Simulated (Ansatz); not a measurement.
# BaTiO₃ (R3m), stationary points along a deformation path

Method: DFT PBE, scalar-relativistic, plane waves, PAW (Ansatz). Cutoff 420 eV, Γ-centred 6×6×6 k-points, Gaussian smearing of 0.05 eV. No spin polarisation. Energies are free energies at this smearing, counted from the undisturbed cell; pressure is positive in compression.

The starting cell (relaxed at this level; it needn't be the usual structure):

```
Ba Ti O
1.0
     2.86307    1.65299    2.35630
    -2.86307    1.65299    2.35630
     0.00000   -3.30599    2.35630
Ba Ti O
1 1 3
Direct
  0.00495 0.00495 0.00495
  0.51919 0.51919 0.51919
  0.48839 0.48839 0.97777
  0.48839 0.97777 0.48839
  0.97777 0.48839 0.48839
```

At fixed volume and fractional coordinates, lengths along (0.000, 0.000, 1.000) are scaled against those across it; ρ is that ratio over its starting value. V = 13.382 Å³/atom. Δσ is the stress along the axis less the mean stress across it (compression positive).

| ρ | ΔE (meV/atom) | Δσ (GPa) | space group |
| --- | --- | --- | --- |
| 0.800 | 291.2 | 46.84 | R3m |
| 0.850 | 154.1 | 34.27 | R3m |
| 0.920 | 40.2 | 17.41 | R3m |
| 0.960 | 9.6 | 8.43 | R3m |
| 1.000 | 0.0 | 0.00 | R3m |
| 1.050 | 13.3 | -9.76 | R3m |
| 1.100 | 50.3 | -18.73 | R3m |
| 1.200 | 180.2 | -34.70 | R3m |
| 1.300 | 366.4 | -48.83 | R3m |

Task: How does the stress give the slope of the energy, and where is the energy stationary?

Result: Along the path d ln(length) is 2/3 d ln ρ on the axis and −1/3 d ln ρ across it, so dE/d ln ρ = −(2/3) V Δσ: the energy falls with ρ where Δσ is positive. Δσ vanishes or changes sign at ρ = 1.000 (R3m), a minimum at 0.0 meV/atom. Pairs of stationary points between two samples would go unseen, and could change a minimum read from distant neighbours into a maximum.

Task: Integrate that slope from ρ = 1 to 0.850 by the trapezoid rule.

Result: With V/N in Å³ and 1 eV/Å³ = 160.2 GPa the slopes at ρ = 1.000, 0.960, 0.920, 0.850 are 0, -470, -970, -1908 meV/atom per unit of ln ρ. The steps add 9.6 + 30.6 + 113.9 = 154.1 meV/atom, against 154.1 from the energies; the trapezoid rule misses the curvature of the slope within each step.

Forces appear on the atoms along this scan, and letting them relax would lower the energy and soften the response.

Cost: 9 runs of about 0.77 core-minutes in all, on Arm Neoverse V2 (shared hosts).